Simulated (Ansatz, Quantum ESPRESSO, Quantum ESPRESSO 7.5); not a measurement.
**Evanescent states of LiF, rock salt type, lattice constant set to 4.128 Å**

How good a tunnel barrier is LiF, rock salt type, lattice constant set to 4.128 Å?

Main program and level: Quantum ESPRESSO 7.5; plane-wave DFT, LDA, GBRV ultrasoft pseudopotentials (cross-check by Ansatz 0.2.0 with PAW datasets).

The structure was built from a prototype and need not be the compound's stable phase.

## Step 1: The starting structure

Symmetry: Fm-3m, No. 225, cubic system. The conventional cell has a = 4.128 Å, b = 4.128 Å, c = 4.128 Å, α = 90.00°, β = 90.00°, γ = 90.00°. Nearest to Li lie 6 F at 2.06 Å. Nearest to F lie 6 Li at 2.06 Å. Farther neighbours and most contacts between anions are not listed.

## Step 2: SCF with pw.x

pwcond needs a cell whose third axis lies along the current and stands perpendicular to the other two.

scf.in reads:

```
&control
  prefix = 'scf'
  outdir = './out'
  pseudo_dir = './pseudo'
  calculation = 'scf'
  tprnfor = .true.
/
&system
  ibrav = 0
  nat = 4
  ntyp = 2
  ecutwfc = 40
  ecutrho = 200
  occupations = 'fixed'
  nbnd = 14
/
&electrons
  conv_thr = 1e-09
  mixing_beta = 0.6
  electron_maxstep = 120
/
ATOMIC_SPECIES
  Li  6.9400  li_lda_v1.4.uspp.F.UPF
  F   18.9984  f_lda_v1.4.uspp.F.UPF
CELL_PARAMETERS angstrom
  2.91893679273807 0.00000000000000 0.00000000000000
  0.00000000000000 2.91893679273807 0.00000000000000
  0.00000000000000 0.00000000000000 4.12800000000000
ATOMIC_POSITIONS crystal
  Li  0.000000000000 0.000000000000 0.000000000000
  F   0.500000000000 0.500000000000 0.000000000000
  Li  0.500000000000 0.500000000000 0.500000000000
  F   0.000000000000 0.000000000000 0.500000000000
K_POINTS automatic
  8 8 6 0 0 0
```

The run is started by

```
$ OMP_NUM_THREADS=1 mpirun -n 2 pw.x -nk 2 -in scf.in > scf.out
```

Then come: complex band structure; complex bands with pwcond.x, with epsproj = 0.001; the same in Ansatz; the arithmetic. Settings of the main run: cutoff 40 Ry, fixed occupations, nbnd 14, SCF threshold 1.00e-9 Ry, gbrv-lda-1.5 potentials, 8×8×6 k-mesh, mpi ranks 2, pools 2, omp threads 1.

**Question.** What will these runs give for the smallest κ at mid-gap among the four k points, at (1/2, 0); peak of the smallest κ in the stop band at the zone centre; and peak at the zone centre by Ansatz?

With a gap of 8.19 eV on the mesh, the smallest κ at mid-gap among the four k points, at (1/2, 0) is 0.703 Å⁻¹ (LDA, GBRV ultrasoft). For a barrier with the Fermi level at mid-gap the slowest state found, at (1/2, 0), loses a factor of ten in probability every 1.6 Å or so. Stop bands away from the zone centre are mostly wider than the gap, so their peaks can lie above the conduction bottom.

| Property | Result |
| --- | --- |
| smallest κ at mid-gap among the four k points, at (1/2, 0) | 0.703 Å⁻¹ |
| peak of the smallest κ in the stop band at the zone centre | 0.833 Å⁻¹ |
| peak of the smallest κ in the stop band at (1/4, 0) | 0.788 Å⁻¹ |
| energy of the peak at the zone centre, over the highest filled level | 3.30 eV |
| peak at the zone centre by Ansatz | 0.837 Å⁻¹ |

At the zone centre pwcond's peak is 0.833 and Ansatz's 0.837 1/Å, 0 % apart. The cell is the a/√2 one, turned by 45°, with two primitive cells, so X along [001] folds onto kz = 0. A semilocal gap is too small, often by a third to a half and by more in narrow-gap crystals, so real barriers decay faster.

[Logs are printed without paths, hosts, clocks, repeated set-up lines and the standing remarks that a program may print on its own settings, such as how far it seeks lower states.]

[Hosts, paths, dates, database ids (printed as entryN), source tags and the programs' standing remarks are cut or masked in the printed files.]

[Maps of the electrostatic potential energy from Ansatz leave out the sawtooth potential of an applied field or a dipole correction, so their vacuum need not be flat; planar profiles and work functions include it.]
